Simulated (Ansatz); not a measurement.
# BP: what a guessed cell relaxes into, part 2 of 2

The task: take a trial cell of BP to zero force and stress.

Ansatz 0.2.0; DFT PBE, scalar-relativistic, plane waves, PAW. The steps go on from the part before.

**4. Relaxation on the finer mesh**

The end of the coarse run is made exact in the group found at a tolerance of 0.06 Å and reduced to its primitive cell.

Contents of input.yaml:

```yaml
crystal:
  lattice:
    - [5.5898443829, 0.0, 0.0]
    - [0.0, 5.5898443829, 0.0]
    - [0.0, 0.0, 5.5898443829]
  atoms:
    - { symbol: B, position: [0.75, 0.5, 0.0] }
    - { symbol: B, position: [0.5, 0.0, 0.75] }
    - { symbol: B, position: [0.0, 0.75, 0.5] }
    - { symbol: B, position: [0.0, 0.25, 0.5] }
    - { symbol: B, position: [0.25, 0.5, 0.0] }
    - { symbol: B, position: [0.5, 0.0, 0.25] }
    - { symbol: P, position: [0.5, 0.75, 0.0] }
    - { symbol: P, position: [0.75, 0.0, 0.5] }
    - { symbol: P, position: [0.0, 0.5, 0.75] }
    - { symbol: P, position: [0.25, 0.0, 0.5] }
    - { symbol: P, position: [0.0, 0.5, 0.25] }
    - { symbol: P, position: [0.5, 0.25, 0.0] }
basis:
  ecutwfc: 420
kpoints:
  mp_grid: { grid: [6, 6, 6] }
hamiltonian:
  xc: pbe
scf:
  occupations: { method: gaussian, width: 0.02 }
output:
  forces: true
  stress: true
  eigenvalues: true
relax:
  adjacent_minimum: "off"
  f_tol: 0.01
  max_steps: 80
  cell: { stress_tol: 0.05 }
```

Started as:

```sh
> ansatz run input.yaml --threads 1 --pin off --max-ram 2048MiB --backend cpu --events-out ev --progress --plain --runs-dir out
```

Standard output:

```text
Warning: RAYON_NUM_THREADS=1 ignored (pool sized by the plan → 1); use --threads N
Engine: ansatz 0.2.0, x86_64-unknown-linux-gnu
Pseudopotentials: kind: paw
Pseudopotential: B, paw, valence charge 3, recommended cutoff 420 eV (normal), B.paw.azcp
Pseudopotential: P, paw, valence charge 5, recommended cutoff 420 eV (normal), P.paw.azcp
Functional definition: PBE
  parameter kappa = 0.804
  parameter beta = 0.06672455060314922
  exchange = pbe_x(kappa = kappa, mu = beta*pi^2/3)
  correlation = pbe_c(beta = beta)
Crystal: 12 atoms, lattice volume = 174.662 Å³
Basis set: ecut = 420 eV, 3407 PW (Γ), exchange–correlation on 80×80×80 points (8 copies of the dense FFT grid, shifted against one another)
Bands: 36, of which v1, the nominal top of the filled ones, is band 24 counted from 1 (23 counted from 0)
Symmetry: 48 space group operations
Space group: Pm-3n (ITA 223), of the structure as read, at distance tolerance 5.6e-5 Å
k-points: 20 of 216
Non-local potential: B, projectors of the file, l = 0: 2, l = 1: 2, l = 2: 1
Non-local potential: P, projectors of the file, l = 0: 2, l = 1: 2, l = 2: 2
PAW form: soft (Blöchl's): semilocal exchange-correlation on the pseudo side does not see the compensation charge
PAW one-centre angular grid: B, 110 points (default); XC on 64 Gauss nodes
PAW one-centre angular grid: P, 110 points (default); XC on 64 Gauss nodes
Initial density: superposition of atomic densities (neutral atoms: chi_scale 0, normalization atom), corrected by the library's trained network
Initial wavefunctions: pseudopotential atomic-orbital guess
Functional: x = pbe(κ = 0.804, μ = 0.2195149727645171), c = pbe(β = 0.06672455060314922)
SCF iter   1: F=—  HF=-5471.234536 eV  |F-HF|=—  |Δ(HF+E_count)|=         —  Δρ=4.69e-3  dr2=5.81e-2  ethr=1.77e-3  ⟨swp⟩=9.4  Hψ=4165  notcnv=0  defer=5
preconditioner: auto → Resta (q_TF=auto, 2.200 Å⁻¹)  ε∞=4.6  [insulator: Δε(μ)=0.704 eV  Ē_g=10.207 eV  σ=0.020 eV  W_gap=1.00  n_scr=26 (ndim 8)  ℏωp=19.5 eV  f_vac=0.057  D(μ)=0.00/eV (n_scr^D=0)  ε∞_Penn≈4.6]
SCF iter   2: F=—  HF=-5471.224447 eV  |F-HF|=—  |Δ(HF+E_count)|=   1.01e-2  Δρ=2.04e-3  dr2=1.38e-2  ethr=1.21e-4  ⟨swp⟩=3.0  Hψ=1361  notcnv=0  defer=122
SCF iter   3: F=—  HF=-5471.224305 eV  |F-HF|=—  |Δ(HF+E_count)|=   1.42e-4  Δρ=6.98e-4  dr2=2.38e-3  ethr=2.88e-5  ⟨swp⟩=3.0  Hψ=1191  notcnv=0  defer=122
SCF iter   4: F=—  HF=-5471.225555 eV  |F-HF|=—  |Δ(HF+E_count)|=   1.25e-3  Δρ=2.11e-4  dr2=1.55e-4  ethr=4.96e-6  ⟨swp⟩=2.2  Hψ=1004  notcnv=0  defer=122
SCF iter   5: F=—  HF=-5471.225848 eV  |F-HF|=—  |Δ(HF+E_count)|=   2.93e-4  Δρ=4.04e-5  dr2=3.03e-6  ethr=3.22e-7  ⟨swp⟩=2.1  Hψ=1131  notcnv=0  defer=122
SCF iter   6: F=—  HF=-5471.225838 eV  |F-HF|=—  |Δ(HF+E_count)|=   1.05e-5  Δρ=5.65e-6  dr2=3.82e-8  ethr=2.08e-10  ⟨swp⟩=14.1  Hψ=4892  notcnv=0
SCF iter   7: F=-5471.225838 eV  HF=-5471.225838 eV  |F-HF|=8.46e-9  |Δ(HF+E_count)|=   1.68e-7  Δρ=8.92e-7  dr2=1.02e-9  ethr=7.95e-11  ⟨swp⟩=3.7  Hψ=2634  notcnv=0
SCF 1 converged in 7 iterations: F = -5471.225838 eV  dr2 = 1.02e-9
relax step   1: F+E_penalty+E_count = -5471.22583784 eV  Δ(F+E_penalty+E_count) = +0.000e0 eV  max|allowed force component| = 9.619e-18 eV/Å  Δτ_max = 0.0000 Å  P = +0.252 GPa  Ω = 174.662 Å³  (7 SCF iters, dr2 threshold 1.00e-7 eV, accepted)
Crystal: 12 atoms, lattice volume = 174.853 Å³
Initial density: handed on by an earlier stage of this run
Initial wavefunctions: those handed on with the density
iter 1 solved again at ethr=1.64e-7 eV; its pass at ethr=3.10e-3 eV (dr2=7.85e-5 eV) is discarded
SCF iter   1: F=—  HF=-5471.225990 eV  |F-HF|=—  |Δ(HF+E_count)|=         —  Δρ=1.72e-4  dr2=7.91e-5  ethr=1.64e-7  ⟨swp⟩=2.1  Hψ=2663  notcnv=0
preconditioner: auto → Resta (q_TF=auto, 2.199 Å⁻¹)  ε∞=4.6  [insulator: Δε(μ)=0.666 eV  Ē_g=10.187 eV  σ=0.020 eV  W_gap=1.00  n_scr=26 (ndim 8)  ℏωp=19.5 eV  f_vac=0.070  D(μ)=0.00/eV (n_scr^D=0)  ε∞_Penn≈4.6]
SCF iter   2: F=—  HF=-5471.225944 eV  |F-HF|=—  |Δ(HF+E_count)|=   4.61e-5  Δρ=6.58e-5  dr2=1.47e-5  ethr=1.64e-7  ⟨swp⟩=2.4  Hψ=1147  notcnv=0
SCF iter   3: F=—  HF=-5471.225940 eV  |F-HF|=—  |Δ(HF+E_count)|=   4.32e-6  Δρ=1.84e-5  dr2=1.67e-6  ethr=3.06e-8  ⟨swp⟩=2.4  Hψ=1209  notcnv=0
SCF iter   4: F=-5471.225940 eV  HF=-5471.225940 eV  |F-HF|=7.24e-8  |Δ(HF+E_count)|=   9.97e-8  Δρ=5.30e-6  dr2=1.04e-7  ethr=3.30e-10  ⟨swp⟩=7.0  Hψ=4285  notcnv=0
SCF 2 converged in 4 iterations: F = -5471.225940 eV  dr2 = 1.04e-7
relax step   2: F+E_penalty+E_count = -5471.22593973 eV  Δ(F+E_penalty+E_count) = -1.019e-4 eV  max|allowed force component| = 4.769e-17 eV/Å  Δτ_max = 0.0000 Å  P = +0.116 GPa  Ω = 174.853 Å³  energy of the carried Pulay correction = -1.171e-4 eV  (4 SCF iters, dr2 threshold 1.58e-7 eV, accepted)
Crystal: 12 atoms, lattice volume = 175.017 Å³
iter 1 solved again at ethr=1.23e-7 eV; its pass at ethr=3.10e-3 eV (dr2=5.91e-5 eV) is discarded
SCF iter   1: F=—  HF=-5471.225944 eV  |F-HF|=—  |Δ(HF+E_count)|=         —  Δρ=1.46e-4  dr2=5.94e-5  ethr=1.23e-7  ⟨swp⟩=2.2  Hψ=2684  notcnv=0
preconditioner: auto → Resta (q_TF=auto, 2.199 Å⁻¹)  ε∞=4.6  [insulator: Δε(μ)=0.668 eV  Ē_g=10.183 eV  σ=0.020 eV  W_gap=1.00  n_scr=26 (ndim 8)  ℏωp=19.4 eV  f_vac=0.070  D(μ)=0.00/eV (n_scr^D=0)  ε∞_Penn≈4.6]
SCF iter   2: F=—  HF=-5471.225906 eV  |F-HF|=—  |Δ(HF+E_count)|=   3.85e-5  Δρ=5.65e-5  dr2=1.16e-5  ethr=1.23e-7  ⟨swp⟩=2.4  Hψ=1141  notcnv=0
SCF iter   3: F=—  HF=-5471.225899 eV  |F-HF|=—  |Δ(HF+E_count)|=   7.01e-6  Δρ=1.66e-5  dr2=1.43e-6  ethr=2.42e-8  ⟨swp⟩=2.2  Hψ=1200  notcnv=0
SCF iter   4: F=—  HF=-5471.225899 eV  |F-HF|=—  |Δ(HF+E_count)|=   4.02e-9  Δρ=4.85e-6  dr2=8.51e-8  ethr=2.98e-9  ⟨swp⟩=2.0  Hψ=1197  notcnv=0
SCF iter   5: F=-5471.225899 eV  HF=-5471.225899 eV  |F-HF|=4.07e-9  |Δ(HF+E_count)|=   6.96e-8  Δρ=9.46e-7  dr2=2.00e-9  ethr=7.03e-11  ⟨swp⟩=8.3  Hψ=3701  notcnv=0
SCF 3 converged in 5 iterations: F = -5471.225899 eV  dr2 = 2.00e-9
relax step   3: F+E_penalty+E_count = -5471.22589883 eV  Δ(F+E_penalty+E_count) = +4.090e-5 eV  max|allowed force component| = 5.229e-17 eV/Å  Δτ_max = 0.0000 Å  P = +0.000 GPa  Ω = 175.017 Å³  energy of the carried Pulay correction = -2.175e-4 eV  (5 SCF iters, dr2 threshold 3.38e-8 eV, accepted)
Initial wavefunctions: pseudopotential atomic-orbital guess (no wavefunctions were taken with the density)
iter 1 solved again at ethr=2.64e-7 eV; its pass at ethr=3.10e-3 eV (dr2=1.27e-4 eV) is discarded
SCF iter   1: F=—  HF=-5471.226061 eV  |F-HF|=—  |Δ(HF+E_count)|=         —  Δρ=2.43e-6  dr2=4.95e-9  ethr=2.64e-7  ⟨swp⟩=4.5  Hψ=6641  notcnv=0
eigensolver tolerance schedule: the retry pair's looser diagonalisation over-reported the residual by 25567.73 of it (diagonalisation noise at an unbounded share of the residual, at the tolerance the schedule requests for it); recorded, not acted on — ethr = c·dr2/N_el stays at c = 1.0e-1
preconditioner: auto → Resta (q_TF=auto, 2.199 Å⁻¹)  ε∞=4.6  [insulator: Δε(μ)=0.669 eV  Ē_g=10.183 eV  σ=0.020 eV  W_gap=1.00  n_scr=26 (ndim 8)  ℏωp=19.4 eV  f_vac=0.070  D(μ)=0.00/eV (n_scr^D=0)  ε∞_Penn≈4.6]
SCF iter   2: F=—  HF=-5471.226038 eV  |F-HF|=—  |Δ(HF+E_count)|=   2.21e-5  Δρ=1.61e-6  dr2=1.93e-9  ethr=1.03e-11  ⟨swp⟩=4.5  Hψ=1940  notcnv=0
SCF iter   3: F=—  HF=-5471.226038 eV  |F-HF|=—  |Δ(HF+E_count)|=   2.79e-9  Δρ=8.91e-7  dr2=6.30e-10  ethr=4.03e-12  ⟨swp⟩=2.1  Hψ=1112  notcnv=0
SCF iter   4: F=-5471.226038 eV  HF=-5471.226038 eV  |F-HF|=1.82e-12  |Δ(HF+E_count)|=   1.92e-9  Δρ=2.34e-7  dr2=7.17e-11  ethr=1.00e-12  ⟨swp⟩=5.8  Hψ=3576  notcnv=0
SCF 4 converged in 4 iterations: F = -5471.226038 eV  dr2 = 7.17e-11
relax step   4: F+E_penalty+E_count = -5471.22603844 eV  Δ(F+E_penalty+E_count) = -1.396e-4 eV  max|allowed force component| = 4.252e-17 eV/Å  Δτ_max = 0.0000 Å  P = +0.002 GPa  Ω = 175.017 Å³  stress off target by 1.93e-3 GPa  SCF on the basis re-selected at this cell (its energy is not comparable with the rows above)  (4 SCF iters)
basis re-selected at this cell: Δ(F+E_penalty+E_count) = -1.396e-4 eV, ΔP = +0.002 GPa vs the last step (what re-selecting the basis moved, of the pressure what is left beyond the Pulay correction that the steps carried, after the strain that the cell walked since its last selection, with what the two solves' SCF thresholds leave and, on support functions, any second-order correction that the steps lacked; it is no measure of the basis error at this ecutwfc). This SCF's stress stands 1.93e-3 GPa from its target on what of the cell is left free (relax.cell.stress_tol is 5.00e-2 GPa) and its largest allowed force component is 4.25e-17 eV/Å (relax.f_tol is 1.00e-2 eV/Å): within both
SCF converged after 4 iterations
Free energy (F): -5471.226038 eV
Harris-Foulkes:  -5471.226038 eV  (|F-HF|=1.82e-12)
Internal energy: -5471.226038 eV  (E = F + TS)
E sigma→0 (E₀):  -5471.226038 eV
Fermi energy:    6.963537 eV
--- Per-component energies (eV) ---
  E_band       = 15.871957
  E_kinetic    = 723.447709
  E_local      = -852.736904  (includes V_loc(G=0)·N_el)
  E_nonlocal   = 270.737559
  E_hartree    = 266.624327
  E_xc         = -565.270919
  E_vxc        = -597.749965  (∫ρ·V_xc dr)
  E_paw        = -3887.567040  (= ΣΔE_a)
  E_vpaw       = -61.075183  (= ΣTr[D̂ρ^β])
  E_aug_tail   = 0.000001  (compensation charges beyond the density's cutoff)
  E_ewald      = -1426.460771
  E_smearing   = -0.000000  (= −TS)
  E_closure    = -0.000000  (closes the sum)
  Σ components = -5471.226038   (vs F -5471.226038, Δ=0.00e0)
--- Forces (eV/Å), atoms counted from 1 ---
  atom   1  B     -0.00000000     0.00000000     0.00000000
  atom   2  B     -0.00000000     0.00000000    -0.00000000
  atom   3  B      0.00000000     0.00000000    -0.00000000
  atom   4  B     -0.00000000    -0.00000000     0.00000000
  atom   5  B      0.00000000    -0.00000000    -0.00000000
  atom   6  B      0.00000000    -0.00000000     0.00000000
  atom   7  P     -0.00000000     0.00000000     0.00000000
  atom   8  P     -0.00000000     0.00000000     0.00000000
  atom   9  P     -0.00000000    -0.00000000     0.00000000
  atom  10  P      0.00000000    -0.00000000    -0.00000000
  atom  11  P      0.00000000     0.00000000    -0.00000000
  atom  12  P      0.00000000    -0.00000000    -0.00000000
  max |Σ_I F_I| component: 1.62e-17 eV/Å
--- Stress (GPa, compression-positive) ---
        0.001932       0.000000       0.000000
        0.000000       0.001932       0.000000
        0.000000       0.000000       0.001932
  P = ⅓ Tr σ = 0.0019 GPa (0.019 kbar)
--- Band table (eV; the first three rows and the last of 20) ---
  k-point 0: bands = ["-8.2586", "-6.2679", "-6.2679", "-3.4872", "-3.4872", "-3.4872", "-2.2378", "-2.2378", "-1.0943", "-0.9700", "-0.9700", "-0.9700", "2.6008", "2.6008", "2.6008", "3.6523", "3.6523", "3.6523", "4.0537", "4.0537", "4.0537", "6.6292", "6.6292", "6.6292", "7.8942", "7.8942", "7.8942", "9.4408", "9.4408", "9.4408", "10.2657", "10.3935", "11.7866", "11.7866", "12.0952", "13.1964"]
  k-point 1: bands = ["-8.1654", "-6.4753", "-6.1632", "-3.9181", "-3.4532", "-3.4532", "-2.2713", "-2.2457", "-1.0377", "-1.0377", "-0.7938", "-0.2296", "2.4669", "2.4669", "2.6772", "3.3535", "3.7773", "3.7773", "3.9255", "4.0701", "4.0701", "5.9558", "6.5313", "6.5313", "7.6447", "8.3491", "8.3491", "8.6682", "9.5361", "9.5361", "10.7009", "10.8175", "11.8389", "12.3997", "12.4888", "12.8425"]
  k-point 2: bands = ["-7.8930", "-6.9508", "-5.8518", "-4.6676", "-3.3795", "-3.3795", "-2.3073", "-2.2679", "-1.1818", "-1.1818", "0.1793", "1.1276", "2.4460", "2.4460", "2.5316", "2.8970", "3.2329", "3.2329", "3.6067", "4.4503", "4.8483", "4.8483", "6.2220", "6.2220", "7.3188", "7.7430", "9.3510", "9.3510", "9.8117", "9.8117", "11.3829", "11.8996", "12.0869", "12.1652", "12.1652", "12.8087"]
  k-point 19: bands = ["-6.0452", "-6.0452", "-6.0452", "-6.0452", "-6.0452", "-6.0452", "0.1064", "0.1064", "1.4133", "1.4133", "1.4133", "1.4133", "1.4133", "1.4133", "2.7423", "2.7423", "2.7423", "2.7423", "2.7423", "2.7423", "4.0119", "4.0119", "4.0119", "4.0119", "10.0054", "10.0054", "10.0054", "10.0054", "10.0054", "10.0054", "11.1782", "11.1782", "11.1782", "11.1782", "12.3980", "12.3980"]
--- Relaxed structure (3 steps of the walk, 3 accepted, 1 SCFs on fresh bases) ---
  F+E_penalty+E_count = -5471.22603844 eV   max|allowed force component| = 4.252e-17 eV/Å   (the final SCF, on the basis selected at the relaxed cell)
  cell:  # Å, volume = 175.0168 Å³
    - [5.593624167587855, -2.0663623361654715e-34, 0.0]
    - [-2.0663623361654715e-34, 5.593624167587855, -1.2037062152420224e-35]
    - [0.0, -1.2037062152420224e-35, 5.593624167587855]
  atoms:
    - { symbol: B, position: [0.7500000000000001, 0.5000000000000001, -7.088210965751567e-36] }
    - { symbol: B, position: [0.5000000000000001, -2.1728207876027486e-35, 0.7500000000000001] }
    - { symbol: B, position: [-1.2564190402505048e-35, 0.7500000000000001, 0.5000000000000001] }
    - { symbol: B, position: [-5.993856242676868e-35, 0.25000000000000006, 0.5000000000000001] }
    - { symbol: B, position: [0.25000000000000006, 0.5000000000000001, -4.2170369036749825e-36] }
    - { symbol: B, position: [0.5000000000000001, -2.262544977042641e-35, 0.25000000000000006] }
    - { symbol: P, position: [0.5000000000000001, 0.7500000000000001, -1.345862841598399e-36] }
    - { symbol: P, position: [0.7500000000000001, -1.4370824341956224e-35, 0.5000000000000001] }
    - { symbol: P, position: [4.6965005409944095e-36, 0.5000000000000001, 0.7500000000000001] }
    - { symbol: P, position: [0.25000000000000006, 2.1518851434001062e-35, 0.5000000000000001] }
    - { symbol: P, position: [-2.5150811852370107e-36, 0.5000000000000001, 0.25000000000000006] }
    - { symbol: P, position: [0.5000000000000001, 0.25000000000000006, -6.2806932607925275e-37] }
```

Run time: 32 s. Hardware: 1 thread of Intel Xeon Platinum 8488C (Sapphire Rapids), shared host; peak memory 0.47 GiB.

Relaxation path:

| step | E - E(step 1) (eV/cell) | largest force component (eV/Å) | pressure (GPa) | volume (Å³) |
| --- | --- | --- | --- | --- |
| 1 | 0.0000 | 0.0000 | 0.25 | 174.66 |
| 2 | -0.0001 | 0.0000 | 0.12 | 174.85 |
| 3 | -0.0001 | 0.0000 | 0.00 | 175.02 |
| 4 | -0.0002 | 0.0000 | 0.00 | 175.02 |

Step 1 is the start. Step 4 repeats the geometry before it on a plane-wave basis chosen anew for that cell, so its energy need not be comparable with the rows above.

|  | before | after | change |
| --- | --- | --- | --- |
| a (Å) | 5.590 | 5.594 | +0.1 % |
| b (Å) | 5.590 | 5.594 | +0.1 % |
| c (Å) | 5.590 | 5.594 | +0.1 % |
| volume (Å³/atom) | 14.56 | 14.58 | +0.2 % |
| shortest distance (Å) | 1.976 | 1.978 | +0.1 % |
| space group (0.01 Å) | Pm-3n | Pm-3n | same |

Forces and stress were held to the start's 48 operations: a distortion of lower symmetry was not tested.

**5. Results**

The summary covers parts 1 to 2. Changes of volume or cell count from the first structure of part 1.

| quantity | value |
| --- | --- |
| symmetry at the end (tolerance 0.02 Å) | space group Pm-3n (No. 223) |
| conventional cell | a = 5.594 Å, b = 5.594 Å, c = 5.594 Å, α = 90.00°, β = 90.00°, γ = 90.00° |
| volume | 14.58 Å³/atom |
| energy over the elements, black P | -0.14 eV/atom |
| gap on the mesh | 0.67 eV |

The space group Pm-3n (No. 223) is kept, and the volume per atom grows by 12.9 % from the first guess. A negative formation energy is needed for stability but isn't enough; other structures and compounds were not set against it here. No finished test with a distortion of lower symmetry is shown, so the end may be a saddle point.
